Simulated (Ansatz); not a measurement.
**Ligand exchange: Cd(CH3)(SH) + C3H8S → Cd(SH)2 + C4H10**

Gas-phase species: Cd(CH3)(SH), singlet; C3H8S (1-propanethiol) `CCCS`, singlet; Cd(SH)2, singlet; C4H10 (butane) `CCCC`, singlet. The partners trade CH3 for SH: Cd–CH3 and C–SH bonds give way to Cd–SH and C–CH3.

Shapes, held fixed at every level: PBE0-D4/def2-TZVP. Flexible molecules stand in one conformer, not always the lowest. Programs: Ansatz 0.2.0. Electronic energies: no zero-point or thermal term.

| level | kind | ΔE (kJ/mol) | less CCSD(T)/def2-TZVPP | CPU time (sum over the molecules) |
| --- | --- | --- | --- | --- |
| HF/def2-TZVPP | Hartree–Fock | -139.3 | -30.7 | – |
| PBE-D4/def2-TZVPP | GGA | -105.9 | +2.7 | 32 s |
| B3LYP-D4/def2-TZVPP | global hybrid | -111.8 | -3.2 | 59 s |
| PBE0-D4/def2-TZVPP | global hybrid | -113.9 | -5.3 | 35 s |
| wB97M-V/def2-TZVPP | range-separated hybrid | -113.1 | -4.5 | 2.2 min |
| B2PLYP/def2-TZVPP | double hybrid | -112.4 | -3.8 | 69 s |
| CCSD(T)/def2-TZVPP | coupled cluster or CI | -108.6 | 0.0 | – |

The highest level, CCSD(T)/def2-TZVPP, gives ΔE = -108.6 kJ/mol; the levels span -139.3 to -105.9. The column of differences is taken from that level and isn't an error. No measured value is set beside it here. For atoms past krypton def2 sets carry core potentials with scalar relativity. Outer-core shells of Cd are correlated, in sets that cover them unevenly. Times are processor times on shared x86 and Arm servers, and rough.
